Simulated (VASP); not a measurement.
# Pt (Fm-3m) in VASP: notebook

One crystal, Pt, is run at these levels: PBE; tasks: band structure.

Program: VASP 6.6.1. These are calculated values, not measurements. Logs are shortened: lines on timing, memory, paths and dates and some standing lists are left out, and cuts for length are marked.

**1. The structure**

Symmetry: Fm-3m, No. 225, cubic system. Conventional cell: a = 3.922 Å, b = 3.922 Å, c = 3.922 Å, α = 90.00°, β = 90.00°, γ = 90.00°. Around Pt (site symmetry m-3m) lie 12 Pt at 2.77 Å.

**2. Band structure, PBE**

The input, INCAR:

```
  ALGO = Normal
  EDIFF = 1E-6
  ENCUT = 520
  GGA = PE
  ISIF = 2
  ISMEAR = -1
  LASPH = T
  LCHARG = F
  LMAXMIX = 4
  LREAL = F
  LWAVE = F
  NBANDS = 11
  NELM = 100
  PREC = Accurate
  SIGMA = 0.05
```

The input, KPOINTS:

```
k-points
0
Gamma
  12 12 12
```

The input, POSCAR:

```
Pt
1.0
    0.0000000000      1.9609000000      1.9609000000
    1.9609000000      0.0000000000      1.9609000000
    1.9609000000      1.9609000000      0.0000000000
Pt
1
Direct
    0.0000000000      0.0000000000      0.0000000000
```

The input, KPOINTS_OPT:

```
path GXWKGLUWLK,UX
20
line-mode
reciprocal
 0.0000000000  0.0000000000  0.0000000000  G
 0.5000000000  0.0000000000  0.5000000000  X

 0.5000000000  0.0000000000  0.5000000000  X
 0.5000000000  0.2500000000  0.7500000000  W

 0.5000000000  0.2500000000  0.7500000000  W
 0.3750000000  0.3750000000  0.7500000000  K

 0.3750000000  0.3750000000  0.7500000000  K
 0.0000000000  0.0000000000  0.0000000000  G

 0.0000000000  0.0000000000  0.0000000000  G
 0.5000000000  0.5000000000  0.5000000000  L

 0.5000000000  0.5000000000  0.5000000000  L
 0.6250000000  0.2500000000  0.6250000000  U

 0.6250000000  0.2500000000  0.6250000000  U
 0.5000000000  0.2500000000  0.7500000000  W

 0.5000000000  0.2500000000  0.7500000000  W
 0.5000000000  0.5000000000  0.5000000000  L

 0.5000000000  0.5000000000  0.5000000000  L
 0.3750000000  0.3750000000  0.7500000000  K

 0.6250000000  0.2500000000  0.6250000000  U
 0.5000000000  0.0000000000  0.5000000000  X
```

Potentials or basis: VASP PAW PBE potentials, release 64 (Pt).

Run with:

```bash
cat potpaw_PBE.64/Pt/POTCAR > POTCAR
mpirun -np 1 vasp_std > vasp.out
```

OUTCAR:

```text
EDIFF = 1E-6
   ENCUT = 520
   GGA = PE
   ISIF = 2
   ISMEAR = -1
   LASPH = T
   LREAL = F
   NELM = 100
   PREC = Accurate

 ion  position               nearest neighbor table
   1  0.000  0.000  0.000-

  LATTYP: Found a face centered cubic cell.
 ALAT       =     3.9218000000

  Lattice vectors:

 A1 = (   0.0000000000,   1.9609000000,   1.9609000000)
 A2 = (   1.9609000000,   0.0000000000,   1.9609000000)
 A3 = (   1.9609000000,   1.9609000000,   0.0000000000)

Analysis of symmetry for initial positions (statically):
=====================================================================
 Subroutine PRICEL returns:
 Original cell was already a primitive cell.

 Routine SETGRP: Setting up the symmetry group for a
 face centered cubic supercell.

 Subroutine GETGRP returns: Found 48 space group operations
 (whereof 48 operations were pure point group operations)
 out of a pool of 48 trial point group operations.

The static configuration has the point symmetry O_h .

Analysis of symmetry for dynamics (positions and initial velocities):
=====================================================================
 Subroutine PRICEL returns:
 Original cell was already a primitive cell.

 Routine SETGRP: Setting up the symmetry group for a
 face centered cubic supercell.

 Subroutine GETGRP returns: Found 48 space group operations
 (whereof 48 operations were pure point group operations)
 out of a pool of 48 trial point group operations.

The dynamic configuration has the point symmetry O_h .

 Subroutine INISYM returns: Found 48 space group operations
 (whereof 48 operations are pure point group operations),
 and found     1 'primitive' translations

----------------------------------------------------------------------------------------

                                     Primitive cell

  volume of cell :      15.0798

  direct lattice vectors                    reciprocal lattice vectors
     0.000000000  1.960900000  1.960900000    -0.254984956  0.254984956  0.254984956
     1.960900000  0.000000000  1.960900000     0.254984956 -0.254984956  0.254984956
     1.960900000  1.960900000  0.000000000     0.254984956  0.254984956 -0.254984956

  length of vectors
     2.773131374  2.773131374  2.773131374     0.441646899  0.441646899  0.441646899

  position of ions in fractional coordinates (direct lattice)
     0.000000000  0.000000000  0.000000000

  ion indices of the primitive-cell ions
   primitive index   ion index
                 1           1

[... 78 lines left out ...]
   ISYM   =      2    0-nonsym 1-usesym 2-fastsym
   POTIM  = 0.5000    time-step for ionic-motion
   TEBEG  =    0.0;   TEEND  =   0.0 temperature during run
   PSTRESS=    0.0 pullay stress
   NELECT =      10.0000    total number of electrons
   NUPDOWN=      -1.0000    fix difference up-down
   EMIN   =  10.00;   EMAX   =-10.00  energy-range for DOS
   EFERMI =   0.00;   METHOD = LEGACY
   ISMEAR =    -1;   SIGMA  =   0.05  broadening in eV -4-tet -1-fermi 0-gaus
   EFERMI_NEDOS =   21; number of points for ismear=-14 and -15
   IALGO  =     38    algorithm
   IMIX   =      4    mixing-type and parameters
     AMIX     =   0.40;   BMIX     =  1.00
     AMIX_MAG =   1.60;   BMIX_MAG =  1.00
  volume/ion in A,a.u.               =      15.08       101.76
  Fermi-wavevector in a.u.,A,eV,Ry     =   1.427609  2.697791 27.729605  2.038068
  Thomas-Fermi vector in A             =   2.547760
   LORBIT       =      0    0 simple, 1 ext, 2 COOP (PROOUT), +10 PAW based schemes
   GGA     = PE    functional components
   LHFCALC =     F    Hartree Fock is set to
   AEXX    =    0.0000 exact exchange contribution
   IVDW    =     0    specifies the selected vdW correction
   LEPSILON=     F    determine dielectric tensor
   LRPA    =     F    only Hartree local field effects (RPA)
 non-spin polarized calculation
  energy-cutoff  :      520.00
  volume of cell :       15.08
 maximum number of plane-waves:       419
 NGX is ok and might be reduce to    24
   NGX = 11   NGY = 11   NGZ = 11

 number of electron      10.0000000 magnetization

 Free energy of the ion-electron system (eV)
  ---------------------------------------------------
  ext. energy  EPLUGINS =         0.00000000
  ---------------------------------------------------
  free energy    TOTEN  =        -6.09286192 eV

  energy without entropy =       -6.07739930  energy(sigma->0) =       -6.08513061

 E-fermi :  11.2917     XC(G=0): -13.4892

 val. band max:       11.2904242481   @ k =  -0.4167   0.4167   0.1667
 cond. band min:      11.2972970984   @ k =   0.5000   0.4167   0.0833
 fundamental gap:      0.0068728503
 Fermi energy:        11.2916581031

 k-point     1 :       0.0000    0.0000    0.0000
  band No.  band energies     occupation
      1       1.0490      2.00000
      2       7.4865      2.00000
      3       7.4865      2.00000
      4       7.4865      2.00000
      5       9.6434      2.00000
      6       9.6434      2.00000
      7      25.9049      0.00000
      8      30.8723      0.00000
      9      30.8723      0.00000
     10      30.8723      0.00000
     11      36.2136      0.00000
[... 309 lines left out ...]
 k-point    24 :      -0.4167    0.1667    0.0000
  band No.  band energies     occupation
      1       4.7622      2.00000
      2       6.8441      2.00000
      3       8.1048      2.00000
      4       8.3938      2.00000
      5      10.9807      1.99602
      6      14.3045      0.00000
      7      17.3049      0.00000
      8      26.0857      0.00000
      9      28.1857      0.00000
     10      29.8219      0.00000
     11      38.1476      0.00000

 [... further k-points ...]

------------------------ aborting loop because EDIFF is reached ----------------------------------------

  FORCE on cell =-STRESS in cart. coord.  units (eV):
  Direction    XX          YY          ZZ          XY          YZ          ZX
  --------------------------------------------------------------------------------------
  -------------------------------------------------------------------------------------
  Total        0.9154130      0.9154130      0.9154130     -0.0000000      0.0000000     -0.0000000
  in kB       97.2593423     97.2593423     97.2593423     -0.0000000      0.0000000     -0.0000000
  external PRESSURE =      97.2593423 kB  Pullay stress =       0.0000000 kB

 VOLUME and BASIS-vectors are now :
 -----------------------------------------------------------------------------
  energy-cutoff  :      520.00
  volume of cell :       15.08
      direct lattice vectors                 reciprocal lattice vectors
     0.000000000  1.960900000  1.960900000    -0.254984956  0.254984956  0.254984956
     1.960900000  0.000000000  1.960900000     0.254984956 -0.254984956  0.254984956
     1.960900000  1.960900000  0.000000000     0.254984956  0.254984956 -0.254984956

 POSITION                                       TOTAL-FORCE (eV/Angst)
 -----------------------------------------------------------------------------------
      0.00000      0.00000      0.00000         0.000000      0.000000      0.000000
 -----------------------------------------------------------------------------------
    total drift:                               -0.000000      0.000000     -0.000000

  FREE ENERGIE OF THE ION-ELECTRON SYSTEM (eV)
  ---------------------------------------------------
  free  energy   TOTEN  =        -6.0928619197 eV

  energy  without entropy=       -6.0773992974  energy(sigma->0) =       -6.08513061
```

OSZICAR:

```text
N       E                     dE             d eps       ncg     rms          rms(c)
DAV:   1     0.408164568438E+02    0.40816E+02   -0.53367E+03  1616   0.847E+02
DAV:   2    -0.579696929298E+01   -0.46613E+02   -0.44455E+02  1823   0.175E+02
DAV:   3    -0.646209164691E+01   -0.66512E+00   -0.66274E+00  1806   0.201E+01
[... 23 lines left out ...]
DAV:   6     0.551215919691E+04   -0.17390E-04     1975
DAV:   7     0.551215919672E+04   -0.18561E-06     1618
       N       E                     dE             ncg
DAV:   1     0.157804374852E+05   -0.21857E+05     1256
DAV:   2     0.132298414315E+05   -0.25506E+04     1415
DAV:   3     0.131976605941E+05   -0.32181E+02     1367
DAV:   4     0.131974952851E+05   -0.16531E+00     1484
DAV:   5     0.131974936077E+05   -0.16774E-02     1460
DAV:   6     0.131974935885E+05   -0.19178E-04     1501
DAV:   7     0.131974935883E+05   -0.20627E-06     1289
```

It took 11 s on 1 thread of Intel Xeon 6975P-C (Granite Rapids), shared host; peak memory 0.14 GiB.

What came out:

| Item | Value |
| --- | --- |
| Free energy | -6.0929 eV |
| Pressure | 9.7 GPa |
| Band gap along the path | none (metal or under the smearing width) |

Levels at the corners of the path, in eV from the Fermi level:
| point | band 1 | band 2 | band 3 | band 4 | band 5 | band 6 | band 7 | band 8 | band 9 | band 10 |
| --- | --- | --- | --- | --- | --- | --- | --- | --- | --- | --- |
| Γ | -10.24 | -3.81 | -3.81 | -3.81 | -1.65 | -1.65 | 14.61 | 19.58 | 19.58 | 19.58 |
| X | -7.10 | -6.64 | -0.01 | 0.48 | 0.48 | 1.76 | 8.86 | 11.37 | 11.37 | 20.13 |
| X | -7.10 | -6.64 | -0.01 | 0.48 | 0.48 | 1.76 | 8.86 | 11.37 | 11.37 | 20.13 |
| W | -5.69 | -4.57 | -4.57 | -2.02 | 0.48 | 7.10 | 8.26 | 8.26 | 12.03 | 24.53 |
| W | -5.69 | -4.57 | -4.57 | -2.02 | 0.48 | 7.10 | 8.26 | 8.26 | 12.03 | 24.53 |
| K | -6.29 | -5.49 | -2.88 | -1.34 | -0.19 | 5.72 | 6.71 | 10.09 | 14.66 | 20.01 |
| K | -6.29 | -5.49 | -2.88 | -1.34 | -0.19 | 5.72 | 6.71 | 10.09 | 14.66 | 20.01 |
| Γ | -10.24 | -3.81 | -3.81 | -3.81 | -1.65 | -1.65 | 14.61 | 19.58 | 19.58 | 19.58 |
| Γ | -10.24 | -3.81 | -3.81 | -3.81 | -1.65 | -1.65 | 14.61 | 19.58 | 19.58 | 19.58 |
| L | -7.35 | -3.87 | -3.87 | -0.50 | 0.03 | 0.03 | 5.83 | 14.18 | 18.96 | 18.96 |
| L | -7.35 | -3.87 | -3.87 | -0.50 | 0.03 | 0.03 | 5.83 | 14.18 | 18.96 | 18.96 |
| U | -6.29 | -5.49 | -2.88 | -1.34 | -0.19 | 5.72 | 6.71 | 10.09 | 14.66 | 20.01 |
| U | -6.29 | -5.49 | -2.88 | -1.34 | -0.19 | 5.72 | 6.71 | 10.09 | 14.66 | 20.01 |
| W | -5.69 | -4.57 | -4.57 | -2.02 | 0.48 | 7.10 | 8.26 | 8.26 | 12.03 | 24.53 |
| W | -5.69 | -4.57 | -4.57 | -2.02 | 0.48 | 7.10 | 8.26 | 8.26 | 12.03 | 24.53 |
| L | -7.35 | -3.87 | -3.87 | -0.50 | 0.03 | 0.03 | 5.83 | 14.18 | 18.96 | 18.96 |
| L | -7.35 | -3.87 | -3.87 | -0.50 | 0.03 | 0.03 | 5.83 | 14.18 | 18.96 | 18.96 |
| K | -6.29 | -5.49 | -2.88 | -1.34 | -0.19 | 5.72 | 6.71 | 10.09 | 14.66 | 20.01 |
| U | -6.29 | -5.49 | -2.88 | -1.34 | -0.19 | 5.72 | 6.71 | 10.09 | 14.66 | 20.01 |
| X | -7.10 | -6.64 | -0.01 | 0.48 | 0.48 | 1.76 | 8.86 | 11.37 | 11.37 | 20.13 |

Caveat: spin-orbit coupling is left out, which moves the levels of the heavy elements.

**3. Band structure, PBE**

The input, INCAR:

```
ALGO = Fast ; EDIFF = 1E-7
ENCUT = 600 ; GGA = PE
ISIF = 2 ; ISMEAR = -1
LASPH = T ; LCHARG = F
LMAXMIX = 4 ; LREAL = F
LWAVE = F ; NELM = 100
PREC = Accurate ; SIGMA = 0.05
```

KPOINTS is that of step 2.

POSCAR is that of step 2.

KPOINTS_OPT is that of step 2.

Potentials or basis: VASP PAW PBE potentials, release 64 (Pt_sv_GW).

Run with:

```bash
cat potpaw_PBE.64/Pt_sv_GW/POTCAR > POTCAR
mpirun -np 1 vasp_std > vasp.out
```

It took 17 s on 1 thread of Intel Xeon 6975P-C (Granite Rapids), shared host; peak memory 0.16 GiB.

The run converged. Its results:

* Free energy: -6.0643 eV
* Pressure: 9.2 GPa
* Band gap along the path: none (metal or under the smearing width)

Levels at the corners of the path, in eV from the Fermi level:
```tsv
point	band 7	band 8	band 9	band 10	band 11	band 12
Γ	-3.81	-3.81	-1.65	-1.65	14.61	19.56
X	-0.01	0.48	0.48	1.77	8.88	11.40
X	-0.01	0.48	0.48	1.77	8.88	11.40
W	-4.57	-2.03	0.48	7.11	8.28	8.28
W	-4.57	-2.03	0.48	7.11	8.28	8.28
K	-2.87	-1.34	-0.19	5.73	6.73	10.11
K	-2.87	-1.34	-0.19	5.73	6.73	10.11
Γ	-3.81	-3.81	-1.65	-1.65	14.61	19.56
Γ	-3.81	-3.81	-1.65	-1.65	14.61	19.56
L	-3.87	-0.49	0.03	0.03	5.84	14.18
L	-3.87	-0.49	0.03	0.03	5.84	14.18
U	-2.87	-1.34	-0.19	5.73	6.73	10.11
U	-2.87	-1.34	-0.19	5.73	6.73	10.11
W	-4.57	-2.03	0.48	7.11	8.28	8.28
W	-4.57	-2.03	0.48	7.11	8.28	8.28
L	-3.87	-0.49	0.03	0.03	5.84	14.18
L	-3.87	-0.49	0.03	0.03	5.84	14.18
K	-2.87	-1.34	-0.19	5.73	6.73	10.11
U	-2.87	-1.34	-0.19	5.73	6.73	10.11
X	-0.01	0.48	0.48	1.77	8.88	11.40
```

Caveat: spin-orbit coupling is left out, which moves the levels of the heavy elements.

**4. Band structure, PBE**

POSCAR is that of step 3.

The input, INCAR.step1:

```
SYSTEM = Pt
PREC     = Accurate       ! precision mode
ENCUT    = 550            ! plane-wave cutoff, eV
EDIFF    = 1E-7           ! SCF threshold, eV
ISMEAR   = -1             ! smearing method
SIGMA    = 0.05           ! smearing width, eV
LREAL    = .FALSE.        ! projectors in reciprocal space
LASPH    = .TRUE.         ! aspherical terms in the spheres
NELM     = 60             ! most SCF steps
ALGO     = Normal         ! electronic algorithm
ISIF     = 2              ! what is computed and relaxed
LWAVE    = .FALSE.        ! write WAVECAR
LCHARG   = .TRUE.         ! write CHGCAR
LMAXMIX  = 4              ! l up to which the mixer works
GGA      = PE             ! functional
NBANDS   = 11             ! bands
```

The input, KPOINTS.step1:

```
Automatic mesh
0
G
  12 12 12
  0 0 0
```

The input, INCAR.step2:

```
SYSTEM = Pt
PREC     = Accurate       ! precision mode
ENCUT    = 550            ! plane-wave cutoff, eV
EDIFF    = 1E-7           ! SCF threshold, eV
ISMEAR   = 0              ! smearing method
SIGMA    = 0.05           ! smearing width, eV
LREAL    = .FALSE.        ! projectors in reciprocal space
LASPH    = .TRUE.         ! aspherical terms in the spheres
NELM     = 60             ! most SCF steps
ALGO     = Normal         ! electronic algorithm
ISIF     = 2              ! what is computed and relaxed
LWAVE    = .FALSE.        ! write WAVECAR
LCHARG   = .FALSE.        ! write CHGCAR
LMAXMIX  = 4              ! l up to which the mixer works
GGA      = PE             ! functional
NBANDS   = 11             ! bands
ICHARG   = 11             ! starting density
```

The input, KPOINTS.step2:

```
path GXWKGLUWLK,UX
10
line-mode
reciprocal
 0.0000000000  0.0000000000  0.0000000000  G
 0.5000000000  0.0000000000  0.5000000000  X

 0.5000000000  0.0000000000  0.5000000000  X
 0.5000000000  0.2500000000  0.7500000000  W

 0.5000000000  0.2500000000  0.7500000000  W
 0.3750000000  0.3750000000  0.7500000000  K

 0.3750000000  0.3750000000  0.7500000000  K
 0.0000000000  0.0000000000  0.0000000000  G

 0.0000000000  0.0000000000  0.0000000000  G
 0.5000000000  0.5000000000  0.5000000000  L

 0.5000000000  0.5000000000  0.5000000000  L
 0.6250000000  0.2500000000  0.6250000000  U

 0.6250000000  0.2500000000  0.6250000000  U
 0.5000000000  0.2500000000  0.7500000000  W

 0.5000000000  0.2500000000  0.7500000000  W
 0.5000000000  0.5000000000  0.5000000000  L

 0.5000000000  0.5000000000  0.5000000000  L
 0.3750000000  0.3750000000  0.7500000000  K

 0.6250000000  0.2500000000  0.6250000000  U
 0.5000000000  0.0000000000  0.5000000000  X
```

Potentials or basis: VASP PAW PBE potentials, release 64 (Pt_GW).

Run with:

```bash
cat potpaw_PBE.64/Pt_GW/POTCAR > POTCAR
cp INCAR.step1 INCAR
cp KPOINTS.step1 KPOINTS
mpirun -np 1 vasp_std > vasp.out
cp INCAR.step2 INCAR
cp KPOINTS.step2 KPOINTS
mpirun -np 1 vasp_std > vasp.out
```

It took 14 s on 1 thread of Intel Xeon 6975P-C (Granite Rapids), shared host; peak memory 0.15 GiB.

It converged, with:

* Band gap along the path: none (metal or under the smearing width)

Levels at the corners of the path, in eV from the Fermi level:
| point | band 1 | band 2 | band 3 | band 4 | band 5 | band 6 | band 7 | band 8 | band 9 | band 10 |
| --- | --- | --- | --- | --- | --- | --- | --- | --- | --- | --- |
| Γ | -10.24 | -3.81 | -3.81 | -3.81 | -1.65 | -1.65 | 14.62 | 19.55 | 19.55 | 19.55 |
| X | -7.10 | -6.64 | -0.01 | 0.48 | 0.48 | 1.77 | 8.86 | 11.37 | 11.37 | 20.09 |
| X | -7.10 | -6.64 | -0.01 | 0.48 | 0.48 | 1.77 | 8.86 | 11.37 | 11.37 | 20.09 |
| W | -5.68 | -4.57 | -4.57 | -2.02 | 0.48 | 7.11 | 8.26 | 8.26 | 12.01 | 24.42 |
| W | -5.68 | -4.57 | -4.57 | -2.02 | 0.48 | 7.11 | 8.26 | 8.26 | 12.01 | 24.42 |
| K | -6.28 | -5.49 | -2.88 | -1.34 | -0.19 | 5.73 | 6.71 | 10.09 | 14.63 | 19.95 |
| K | -6.28 | -5.49 | -2.88 | -1.34 | -0.19 | 5.73 | 6.71 | 10.09 | 14.63 | 19.95 |
| Γ | -10.24 | -3.81 | -3.81 | -3.81 | -1.65 | -1.65 | 14.62 | 19.55 | 19.55 | 19.55 |
| Γ | -10.24 | -3.81 | -3.81 | -3.81 | -1.65 | -1.65 | 14.62 | 19.55 | 19.55 | 19.55 |
| L | -7.34 | -3.87 | -3.87 | -0.49 | 0.03 | 0.03 | 5.83 | 14.19 | 18.91 | 18.91 |
| L | -7.34 | -3.87 | -3.87 | -0.49 | 0.03 | 0.03 | 5.83 | 14.19 | 18.91 | 18.91 |
| U | -6.28 | -5.49 | -2.88 | -1.34 | -0.19 | 5.73 | 6.71 | 10.09 | 14.63 | 19.95 |
| U | -6.28 | -5.49 | -2.88 | -1.34 | -0.19 | 5.73 | 6.71 | 10.09 | 14.63 | 19.95 |
| W | -5.68 | -4.57 | -4.57 | -2.02 | 0.48 | 7.11 | 8.26 | 8.26 | 12.01 | 24.42 |
| W | -5.68 | -4.57 | -4.57 | -2.02 | 0.48 | 7.11 | 8.26 | 8.26 | 12.01 | 24.42 |
| L | -7.34 | -3.87 | -3.87 | -0.49 | 0.03 | 0.03 | 5.83 | 14.19 | 18.91 | 18.91 |
| L | -7.34 | -3.87 | -3.87 | -0.49 | 0.03 | 0.03 | 5.83 | 14.19 | 18.91 | 18.91 |
| K | -6.28 | -5.49 | -2.88 | -1.34 | -0.19 | 5.73 | 6.71 | 10.09 | 14.63 | 19.95 |
| U | -6.28 | -5.49 | -2.88 | -1.34 | -0.19 | 5.73 | 6.71 | 10.09 | 14.63 | 19.95 |
| X | -7.10 | -6.64 | -0.01 | 0.48 | 0.48 | 1.77 | 8.86 | 11.37 | 11.37 | 20.09 |

Caveat: the log is that of the step along the path at fixed density, whose energy, stress, charges and moments have no meaning; spin-orbit coupling is left out, which moves the levels of the heavy elements.

**5. The reference run**

An earlier run on the cell as given: functional PBE; potentials or basis VASP PAW PBE potentials, release 64 (Pt); cutoff 520 eV; k mesh 12 × 12 × 12; occupations fermi-dirac, width 0.05 eV; no spin polarisation.

* Pressure: 9.7 GPa
* Band gap on the k mesh: none (metal or under the smearing width)

**6. The runs side by side**

```csv
task,potentials or basis,cutoff (eV),pressure (GPa)
band structure,"VASP PAW PBE potentials, release 64 (Pt)",520,9.7
band structure,"VASP PAW PBE potentials, release 64 (Pt_sv_GW)",600,9.2
band structure,"VASP PAW PBE potentials, release 64 (Pt_GW)",550,-
single point,"VASP PAW PBE potentials, release 64 (Pt)",520,9.7
```

Alike in all rows: level PBE; no spin polarisation; cell as given; k mesh 12 × 12 × 12; smearing fermi-dirac 0.05 eV.

Caveats: spin-orbit coupling is left out, which moves the levels of the heavy elements (some runs).

Total energies depend on the potentials used, so only differences within one code and one set of settings carry meaning.
